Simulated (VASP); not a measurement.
# SnSe (Pnma) in VASP: notebook

Aim: see how the results for SnSe move with the level of theory and the settings. Levels: revPBE, LAK, PBE, LDA. Tasks: band structure, dielectric tensor.

Program: VASP 6.6.1. These are calculated values, not measurements. Logs are shortened: lines on timing, memory, paths and dates and some standing lists are left out, and cuts for length are marked.

**Measured values to compare with.**

“Linear dichroism of the optical properties of SnS and SnSe van der Waals crystals”, 2024, arxiv:2409.17412 reports, for a bulk crystal of SnSe: band gap 0.89 eV (indirect) at 300 K; band gap 0.99 eV (indirect) at 20 K.

How close the calculation comes is told below.

## Step 1: Starting point

The structure is orthorhombic, space group Pnma (No. 62). The conventional cell has a = 11.420 Å, b = 4.190 Å, c = 4.460 Å, α = 90.00°, β = 90.00°, γ = 90.00°. Around Sn (site symmetry m) lie 3 Se at 2.69 to 2.83 Å. Se (site symmetry m) is surrounded by 3 Sn at 2.69 to 2.83 Å.

## Step 2: Band structure, revPBE

POSCAR reads:

```
SnSe
1.0
   11.4200000000      0.0000000000      0.0000000000
    0.0000000000      4.1900000000      0.0000000000
    0.0000000000      0.0000000000      4.4600000000
Sn Se
4 4
Direct
    0.8770000000      0.7500000000      0.9090000000
    0.6230000000      0.2500000000      0.4090000000
    0.3770000000      0.7500000000      0.5910000000
    0.1230000000      0.2500000000      0.0910000000
    0.6430000000      0.7500000000      0.9840000000
    0.8570000000      0.2500000000      0.4840000000
    0.1430000000      0.7500000000      0.5160000000
    0.3570000000      0.2500000000      0.0160000000
```

INCAR.step1 reads:

```
PREC = Accurate
ENCUT = 520
EDIFF = 1E-7
ISMEAR = -1
SIGMA = 0.05
LREAL = False
LASPH = True
NELM = 80
ALGO = Normal
ISIF = 2
LWAVE = False
LCHARG = True
GGA = RE
```

KPOINTS.step1 reads:

```
Automatic mesh
0
Gamma
  3 6 6
```

INCAR.step2 reads:

```
PREC = Accurate
ENCUT = 520
EDIFF = 1E-7
ISMEAR = 0
SIGMA = 0.05
LREAL = False
LASPH = True
NELM = 80
ALGO = Normal
ISIF = 2
LWAVE = False
LCHARG = False
GGA = RE
ICHARG = 11
```

KPOINTS.step2 reads:

```
path GXSYGZURTZ,YT,UX,SR
10
line-mode
reciprocal
 0.0000000000  0.0000000000  0.0000000000  G
 0.0000000000  0.5000000000  0.0000000000  X

 0.0000000000  0.5000000000  0.0000000000  X
 0.0000000000  0.5000000000  0.5000000000  S

 0.0000000000  0.5000000000  0.5000000000  S
 0.0000000000  0.0000000000  0.5000000000  Y

 0.0000000000  0.0000000000  0.5000000000  Y
 0.0000000000  0.0000000000  0.0000000000  G

 0.0000000000  0.0000000000  0.0000000000  G
 0.5000000000  0.0000000000  0.0000000000  Z

 0.5000000000  0.0000000000  0.0000000000  Z
 0.5000000000  0.5000000000  0.0000000000  U

 0.5000000000  0.5000000000  0.0000000000  U
 0.5000000000  0.5000000000  0.5000000000  R

 0.5000000000  0.5000000000  0.5000000000  R
 0.5000000000  0.0000000000  0.5000000000  T

 0.5000000000  0.0000000000  0.5000000000  T
 0.5000000000  0.0000000000  0.0000000000  Z

 0.0000000000  0.0000000000  0.5000000000  Y
 0.5000000000  0.0000000000  0.5000000000  T

 0.5000000000  0.5000000000  0.0000000000  U
 0.0000000000  0.5000000000  0.0000000000  X

 0.0000000000  0.5000000000  0.5000000000  S
 0.5000000000  0.5000000000  0.5000000000  R
```

Potentials or basis: VASP PAW PBE potentials, release 64 (Sn_d, Se).

Launch:

```
cat potpaw_PBE.64/Sn_d/POTCAR potpaw_PBE.64/Se/POTCAR > POTCAR
cp INCAR.step1 INCAR
cp KPOINTS.step1 KPOINTS
mpirun -np 1 vasp_std > vasp.out
cp INCAR.step2 INCAR
cp KPOINTS.step2 KPOINTS
mpirun -np 1 vasp_std > vasp.out
```

OUTCAR:

```text
PREC = Accurate
   ENCUT = 520
   EDIFF = 1E-7
   ISMEAR = 0
   LREAL = False
   LASPH = True
   NELM = 80
   ISIF = 2
   GGA = RE
   ICHARG = 11

 ion  position               nearest neighbor table
   1  0.877  0.750  0.909-   5 2.69   6 2.83   6 2.83   4 3.60   4 3.60
   2  0.623  0.250  0.409-   6 2.69   5 2.83   5 2.83   3 3.60   3 3.60
   3  0.377  0.750  0.591-   7 2.69   8 2.83   8 2.83   2 3.60   2 3.60
   4  0.123  0.250  0.091-   8 2.69   7 2.83   7 2.83   1 3.60   1 3.60
   5  0.643  0.750  0.984-   1 2.69   2 2.83   2 2.83
   6  0.857  0.250  0.484-   2 2.69   1 2.83   1 2.83
   7  0.143  0.750  0.516-   3 2.69   4 2.83   4 2.83
   8  0.357  0.250  0.016-   4 2.69   3 2.83   3 2.83

  LATTYP: Found a simple orthorhombic cell.
 ALAT       =     4.1900000000
 B/A-ratio  =     1.0644391408
 C/A-ratio  =     2.7255369928

  Lattice vectors:

 A1 = (   0.0000000000,   4.1900000000,   0.0000000000)
 A2 = (   0.0000000000,   0.0000000000,   4.4600000000)
 A3 = (  11.4200000000,   0.0000000000,   0.0000000000)

Analysis of symmetry for initial positions (statically):
=====================================================================
 Subroutine PRICEL returns:
 Original cell was already a primitive cell.

 Routine SETGRP: Setting up the symmetry group for a
 simple orthorhombic supercell.

 Subroutine GETGRP returns: Found  8 space group operations
 (whereof  2 operations were pure point group operations)
 out of a pool of  8 trial point group operations.

The static configuration has the point symmetry S_2 .
 The point group associated with its full space group is D_2h.

Analysis of symmetry for dynamics (positions and initial velocities):
=====================================================================
 Subroutine PRICEL returns:
 Original cell was already a primitive cell.

 Routine SETGRP: Setting up the symmetry group for a
 simple orthorhombic supercell.

 Subroutine GETGRP returns: Found  8 space group operations
 (whereof  2 operations were pure point group operations)
 out of a pool of  8 trial point group operations.

The dynamic configuration has the point symmetry S_2 .
 The point group associated with its full space group is D_2h.

 Subroutine INISYM returns: Found  8 space group operations
 (whereof  2 operations are pure point group operations),
[... 102 lines left out ...]
   ENCUT  =  520.0 eV  38.22 Ry    6.18 a.u.  21.23  7.79  8.29*2*pi/ulx,y,z
   NELM   =     80;   NELMIN=  2; NELMDL=  0     # of ELM steps
   EDIFF  = 0.1E-06   stopping-criterion for ELM
   LREAL  =      F    real-space projection
   EDIFFG = 0.1E-05   stopping-criterion for IOM
   NSW    =      0    number of steps for IOM
   IBRION =     -1    ionic relax: 0-MD 1-quasi-New 2-CG
   NFREE  =      0    steps in history (QN), initial steepest desc. (CG)
   ISIF   =      2    stress and relaxation
   ISYM   =      2    0-nonsym 1-usesym 2-fastsym
   POTIM  = 0.5000    time-step for ionic-motion
   TEBEG  =    0.0;   TEEND  =   0.0 temperature during run
   PSTRESS=    0.0 pullay stress
   NELECT =      80.0000    total number of electrons
   NUPDOWN=      -1.0000    fix difference up-down
   EMIN   =  10.00;   EMAX   =-10.00  energy-range for DOS
   EFERMI =   0.00;   METHOD = LEGACY
   ISMEAR =     0;   SIGMA  =   0.05  broadening in eV -4-tet -1-fermi 0-gaus
   EFERMI_NEDOS =   21; number of points for ismear=-14 and -15
   IALGO  =     38    algorithm
   IMIX   =      4    mixing-type and parameters
     AMIX     =   0.40;   BMIX     =  1.00
     AMIX_MAG =   1.60;   BMIX_MAG =  1.00
  volume/ion in A,a.u.               =      26.68       180.02
  Fermi-wavevector in a.u.,A,eV,Ry     =   1.180411  2.230653 18.957944  1.393370
  Thomas-Fermi vector in A             =   2.316704
   LORBIT       =      0    0 simple, 1 ext, 2 COOP (PROOUT), +10 PAW based schemes
   GGA     = RE    functional components
   LHFCALC =     F    Hartree Fock is set to
   AEXX    =    0.0000 exact exchange contribution
   IVDW    =     0    specifies the selected vdW correction
   LEPSILON=     F    determine dielectric tensor
   LRPA    =     F    only Hartree local field effects (RPA)
 non-spin polarized calculation
 Gauss-broadening in eV      SIGMA  =   0.05
  energy-cutoff  :      520.00
  volume of cell :      213.41
 maximum number of plane-waves:      5779
 NGX is ok and might be reduce to    90

 number of electron      80.0000000 magnetization

 Free energy of the ion-electron system (eV)
  ---------------------------------------------------
  ext. energy  EPLUGINS =         0.00000000
  ---------------------------------------------------
  free energy    TOTEN  =       -29.83599824 eV

  energy without entropy =      -29.83599824  energy(sigma->0) =      -29.83599824

 E-fermi :   5.7895     XC(G=0):  -9.6180

 val. band max:        5.5693669956   @ k =   0.0000   0.0000   0.3333
 cond. band min:       6.1372751818   @ k =   0.0000   0.3333   0.0000
 fundamental gap:      0.5679081862
 Fermi energy:         5.7894661568

 k-point     1 :       0.0000    0.0000    0.0000
  band No.  band energies     occupation
      1     -15.8527      2.00000
      2     -15.8446      2.00000
      3     -15.8415      2.00000
      4     -15.8407      2.00000
      5     -15.8388      2.00000
      6     -15.8362      2.00000
[... 1213 lines left out ...]
     47      10.4252      0.00000
     48      10.4281      0.00000

 [... further k-points ...]
[... 5 lines left out ...]
  --------------------------------------------------------------------------------------
  -------------------------------------------------------------------------------------
  Total        2.9221197      5.7580342      4.1505423      0.0000000      0.0000000      0.0000000
  in kB       21.9378266     43.2284671     31.1602146      0.0000000      0.0000000      0.0000000
  external PRESSURE =      32.1088361 kB  Pullay stress =       0.0000000 kB

 VOLUME and BASIS-vectors are now :
 -----------------------------------------------------------------------------
  energy-cutoff  :      520.00
  volume of cell :      213.41
      direct lattice vectors                 reciprocal lattice vectors
    11.420000000  0.000000000  0.000000000     0.087565674  0.000000000  0.000000000
     0.000000000  4.190000000  0.000000000     0.000000000  0.238663484  0.000000000
     0.000000000  0.000000000  4.460000000     0.000000000  0.000000000  0.224215247

 POSITION                                       TOTAL-FORCE (eV/Angst)
 -----------------------------------------------------------------------------------
     10.01534      3.14250      4.05414         0.216734     -0.000000     -0.146127
      7.11466      1.04750      1.82414        -0.216734      0.000000     -0.146127
      4.30534      3.14250      2.63586         0.216734     -0.000000      0.146127
      1.40466      1.04750      0.40586        -0.216734      0.000000      0.146127
      7.34306      3.14250      4.38864        -0.050876     -0.000000      0.184455
      9.78694      1.04750      2.15864         0.050876     -0.000000      0.184455
      1.63306      3.14250      2.30136        -0.050876     -0.000000     -0.184455
      4.07694      1.04750      0.07136         0.050876     -0.000000     -0.184455
 -----------------------------------------------------------------------------------
    total drift:                                0.000000     -0.000000      0.000000

  FREE ENERGIE OF THE ION-ELECTRON SYSTEM (eV)
  ---------------------------------------------------
  free  energy   TOTEN  =       -29.8359982363 eV

  energy  without entropy=      -29.8359982363  energy(sigma->0) =      -29.83599824
```

OUTCAR.step1:

```text
PREC = Accurate
   ENCUT = 520
   EDIFF = 1E-7
   ISMEAR = -1
   LREAL = False
   LASPH = True
[... 1473 lines left out ...]
      9.78694      1.04750      2.15864         0.283353     -0.000000      0.005883
      1.63306      3.14250      2.30136        -0.283353      0.000000     -0.005883
      4.07694      1.04750      0.07136         0.283353     -0.000000     -0.005883
 -----------------------------------------------------------------------------------
    total drift:                                0.000000     -0.000000      0.000000

  FREE ENERGIE OF THE ION-ELECTRON SYSTEM (eV)
  ---------------------------------------------------
  free  energy   TOTEN  =       -30.2934277691 eV

  energy  without entropy=      -30.2933367023  energy(sigma->0) =      -30.29338224
```

OSZICAR.step1:

```text
N       E                     dE             d eps       ncg     rms          rms(c)
DAV:   1     0.886667199596E+03    0.88667E+03   -0.37010E+04  3336   0.215E+03
DAV:   2     0.119138871526E+03   -0.76753E+03   -0.74531E+03  3080   0.632E+02
DAV:   3    -0.212171429326E+02   -0.14036E+03   -0.13454E+03  3672   0.208E+02
DAV:   4    -0.306935250389E+02   -0.94764E+01   -0.93326E+01  3664   0.544E+01
DAV:   5    -0.309904471748E+02   -0.29692E+00   -0.29643E+00  3632   0.105E+01    0.677E+00
DAV:   6    -0.302914408049E+02    0.69901E+00   -0.14087E+00  4216   0.571E+00    0.429E+00
DAV:   7    -0.302939665543E+02   -0.25257E-02   -0.63232E-01  3976   0.288E+00    0.155E+00
DAV:   8    -0.302925721269E+02    0.13944E-02   -0.76418E-02  3992   0.174E+00    0.337E-01
DAV:   9    -0.302931672895E+02   -0.59516E-03   -0.10039E-02  3896   0.659E-01    0.116E-01
DAV:  10    -0.302933174011E+02   -0.15011E-03   -0.95299E-04  3712   0.162E-01    0.644E-02
DAV:  11    -0.302934445378E+02   -0.12714E-03   -0.43102E-04  3888   0.115E-01    0.238E-02
DAV:  12    -0.302934267135E+02    0.17824E-04   -0.49064E-05  3856   0.394E-02    0.914E-03
DAV:  13    -0.302934278588E+02   -0.11453E-05   -0.11722E-05  3840   0.120E-02    0.235E-03
DAV:  14    -0.302934280293E+02   -0.17049E-06   -0.54739E-07  3032   0.447E-03    0.132E-03
DAV:  15    -0.302934277547E+02    0.27461E-06   -0.18747E-07  2440   0.203E-03    0.443E-04
DAV:  16    -0.302934277691E+02   -0.14406E-07   -0.29921E-08  2064   0.106E-03
   1 F= -.30293428E+02 E0= -.30293382E+02  d E =-.910668E-04
```

Run time: 17 min. Hardware: 1 thread of Intel Xeon Platinum 8375C at 2.90GHz (Ice Lake), shared host; peak memory 0.94 GiB.

Results:

```
Band gap on the k mesh  : 0.57 eV, indirect (least direct gap 0.73 eV)
Band gap along the path : 0.57 eV, indirect (least direct gap 0.73 eV)
```

Levels at the corners of the path, in eV from the valence-band top:
| point | band 38 | band 39 | band 40 | band 41 | band 42 | band 43 |
| --- | --- | --- | --- | --- | --- | --- |
| Γ | -1.19 | -0.78 | -0.57 | 0.81 | 2.97 | 3.06 |
| X | -1.02 | -0.75 | -0.75 | 0.93 | 0.93 | 1.42 |
| X | -1.02 | -0.75 | -0.75 | 0.93 | 0.93 | 1.42 |
| S | -2.25 | -1.52 | -1.52 | 2.88 | 2.88 | 3.12 |
| S | -2.25 | -1.52 | -1.52 | 2.88 | 2.88 | 3.12 |
| Y | -0.77 | -0.30 | -0.30 | 1.28 | 1.28 | 1.60 |
| Y | -0.77 | -0.30 | -0.30 | 1.28 | 1.28 | 1.60 |
| Γ | -1.19 | -0.78 | -0.57 | 0.81 | 2.97 | 3.06 |
| Γ | -1.19 | -0.78 | -0.57 | 0.81 | 2.97 | 3.06 |
| Z | -1.85 | -0.64 | -0.64 | 2.65 | 2.65 | 2.85 |
| Z | -1.85 | -0.64 | -0.64 | 2.65 | 2.65 | 2.85 |
| U | -1.01 | -1.01 | -1.01 | 1.42 | 1.42 | 1.42 |
| U | -1.01 | -1.01 | -1.01 | 1.42 | 1.42 | 1.42 |
| R | -1.54 | -1.54 | -1.54 | 2.63 | 2.63 | 2.63 |
| R | -1.54 | -1.54 | -1.54 | 2.63 | 2.63 | 2.63 |
| T | -0.55 | -0.28 | -0.28 | 1.27 | 1.27 | 1.62 |
| T | -0.55 | -0.28 | -0.28 | 1.27 | 1.27 | 1.62 |
| Z | -1.85 | -0.64 | -0.64 | 2.65 | 2.65 | 2.85 |
| Y | -0.77 | -0.30 | -0.30 | 1.28 | 1.28 | 1.60 |
| T | -0.55 | -0.28 | -0.28 | 1.27 | 1.27 | 1.62 |
| U | -1.01 | -1.01 | -1.01 | 1.42 | 1.42 | 1.42 |
| X | -1.02 | -0.75 | -0.75 | 0.93 | 0.93 | 1.42 |
| S | -2.25 | -1.52 | -1.52 | 2.88 | 2.88 | 3.12 |
| R | -1.54 | -1.54 | -1.54 | 2.63 | 2.63 | 2.63 |

Caveat: the log is that of the step along the path at fixed density, whose energy, stress, charges and moments have no meaning; the PAW data sets were made with another functional, which shifts forces and pressure a little; spin-orbit coupling is left out, which moves the levels of the heavy elements.

(Continued in part 2 of 4.)
